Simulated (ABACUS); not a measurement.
Write the native input for ABACUS 3.10.1 that does the following.

- Task: band structure
- Functional: revPBE
- Potentials or basis: SPMS ONCV 1.0 PBE
- Cutoff: 1116 eV
- Density cutoff: 4463 eV
- Basis: plane waves
- Occupations: fermi-dirac, width 0.05 eV
- Spin: no spin polarisation
- Radial cutoff of the potentials (pseudo_rcut): 10 bohr
- Threshold of the eigensolver: 1e-07 Ry
- Density: read from an earlier self-consistent run
- Path: G-X-W-K-G-L-U-W-L-K, U-X
- Points for each segment of the path: 10
- SCF threshold on the density: 1e-08
- Max SCF steps: 100
- Eigensolver: dav
- Mixing: broyden
- Mixing share: 0.7
- Symmetry key: -1
- Bands: 20

Ag:

```
Ag
1.0
     0.00000    2.04275    2.04275
     2.04275    0.00000    2.04275
     2.04275    2.04275    0.00000
Ag
1
Direct
  0.00000 0.00000 0.00000
```

These files were run (other wordings do the same):

INPUT

```
INPUT_PARAMETERS
suffix              Ag
calculation         nscf
basis_type          pw
pseudo_dir          ./
symmetry            -1
dft_functional      revpbe
ecutwfc             82.0
pseudo_rcut         10
nspin               1
nbands              20
ks_solver           dav
smearing_method     fd
smearing_sigma      0.00367493
scf_thr             1e-08
scf_nmax            100
mixing_type         broyden
mixing_beta         0.7
init_chg            file
pw_diag_thr         1e-07
out_band            1
kpar                4
```

STRU

```
ATOMIC_SPECIES
Ag 107.8682 47_Ag_19_1.9_2.5_pbe_n_v1.0.upf

LATTICE_CONSTANT
1.8897261246

LATTICE_VECTORS
0.0000000000 2.0427500000 2.0427500000
2.0427500000 0.0000000000 2.0427500000
2.0427500000 2.0427500000 0.0000000000

ATOMIC_POSITIONS
Direct

Ag
0.0
1
0.0000000000 0.0000000000 0.0000000000 1 1 1
```

KPT

```
K_POINTS
12
Line
0.00000000 0.00000000 0.00000000 10 // G
0.50000000 0.00000000 0.50000000 10 // X
0.50000000 0.25000000 0.75000000 10 // W
0.37500000 0.37500000 0.75000000 10 // K
0.00000000 0.00000000 0.00000000 10 // G
0.50000000 0.50000000 0.50000000 10 // L
0.62500000 0.25000000 0.62500000 10 // U
0.50000000 0.25000000 0.75000000 10 // W
0.50000000 0.50000000 0.50000000 10 // L
0.37500000 0.37500000 0.75000000 1 // K
0.62500000 0.25000000 0.62500000 10 // U
0.50000000 0.00000000 0.50000000 1 // X
```

Potentials or basis: SPMS ONCV 1.0 PBE, plane waves.

Run with:

```console
$ OMP_NUM_THREADS=1 mpirun -np 4 abacus > log
```

Run time: 3.8 s on 4 MPI ranks on Intel(R) Xeon(R) Platinum 8259CL CPU @ 2.50GHz (Skylake/Cascade Lake) (shared host), peak memory 0.36 GiB a rank.
